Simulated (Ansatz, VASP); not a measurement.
## Two plane-wave programs on Rb

```
Rb
1.0
     5.70518    0.00000    0.00000
     0.00000    4.61185    0.00000
     0.00000    0.00000   12.30489
Rb
4
Direct
  0.04700 0.25000 0.14300
  0.45300 0.75000 0.64300
  0.54700 0.25000 0.85700
  0.95300 0.75000 0.35700
```

This isn't the form of Rb at room conditions, which is bcc.

Alike in both runs: task single point; functional r2SCAN; k mesh 3 × 4 × 2; no spin polarisation.

|  | VASP | Ansatz |
| --- | --- | --- |
| version | VASP 6.6.1 | Ansatz 0.2.0 |
| potentials or method | VASP PAW PBE potentials, release 64 (Rb_sv) | PAW plane waves |
| plane-wave cutoff (eV) | 520 | 500 |
| occupations | fermi-dirac, width 0.1 eV | fermi-dirac |
| valence electrons in the cell | 36 | 36 |

```tsv
	VASP	Ansatz	Ansatz less VASP
gap on the k mesh at the Fermi level (eV)	none	none	-
pressure (GPa)	1.0	1.0	-0.01
largest component of the traceless stress (GPa)	1.88	1.88	-0.005
rms of the force components (eV/Å)	0.401	0.399	-0.0014
```

Atom by atom the forces differ by 0.001 eV/Å (rms over components). A gap of «none» marks a metal or a gap that the smearing closes.

Caveats: the k mesh is coarse (spacing up to 0.37 Å⁻¹), so the values aren't converged; the PAW data sets were made with another functional, which shifts forces and pressure a little (VASP).
